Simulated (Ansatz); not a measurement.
Level of theory: DFT PBE, scalar-relativistic, plane waves, PAW (Ansatz 0.2.0). Settings: cutoff 420 eV, Γ-centred meshes spaced at most about 0.3 Å⁻¹, and about 0.25 Å⁻¹ or finer for metals (2π included), Gaussian smearing. No spin polarisation.

These are static total energies at zero pressure.

Two forms of Sb₅S₂ were relaxed alike.

A.

```
CELL_PARAMETERS angstrom
4.46864 0.00000 0.00000
0.00000 4.11796 0.00000
-1.84945 0.00000 21.19562
ATOMIC_POSITIONS crystal
Sb 0.71901 0.75000 0.42159
Sb 0.76992 0.75000 0.56118
Sb 0.28099 0.25000 0.57841
Sb 0.23008 0.25000 0.43882
Sb 0.53312 0.25000 0.73778
Sb 0.20785 0.75000 0.84917
Sb 0.26871 0.75000 0.98761
Sb 0.73129 0.25000 0.01239
Sb 0.46687 0.75000 0.26222
Sb 0.79215 0.25000 0.15083
S 0.77162 0.25000 0.85195
S 0.85586 0.75000 0.70933
S 0.22838 0.75000 0.14805
S 0.14414 0.25000 0.29067
```

B.

```
CELL_PARAMETERS angstrom
4.18744 -3.05084 0.00000
4.18744 3.05084 0.00000
-3.05682 0.00000 8.03727
ATOMIC_POSITIONS crystal
Sb 0.16694 0.36407 0.99192
Sb 0.63593 0.83306 0.00808
Sb 0.46612 0.76244 0.28461
Sb 0.23756 0.53388 0.71539
Sb 0.74474 0.25526 0.50000
S 0.00303 0.14533 0.25197
S 0.85467 0.99696 0.74803
```

Problem. Which form is favoured at zero pressure, and by what margin per atom?

Solution. A is lower, by 56 meV/atom. A has space group P2_1/m (No. 11), 27.9 Å³/atom and no gap on its mesh; B has space group C2 (No. 5), 29.3 Å³/atom and no gap. Counting Sb atoms around S (those within 1.25 times the shortest such distance or 1.15 times the sum of covalent radii, 1.27 where that leaves under three; a plus sign parts nearer from farther groups; a slash parts the counts of unlike sites), A has S 1+2/2+2 and B has S 3+1. A holds Sb–Sb nets (shortest 2.93 Å); B holds Sb–Sb chains (shortest 2.91 Å). The denser one is the lower, and pressure would at first widen the difference. Both come from invented guesses. The lowest form computed isn't among them: it has space group R-3m (No. 166), 28.0 Å³/atom and lies 64 meV/atom below the best shown.

Spin–orbit coupling, which can matter for Sb, is left out. In C2 an odd number of electrons in the primitive cell allows no gap without spin; a larger cell or a magnetic state could open one. Cells relaxed within their symmetry can be saddle points. Some structure types and database cells were kept out of the candidates from the start, so a known form may be missing.
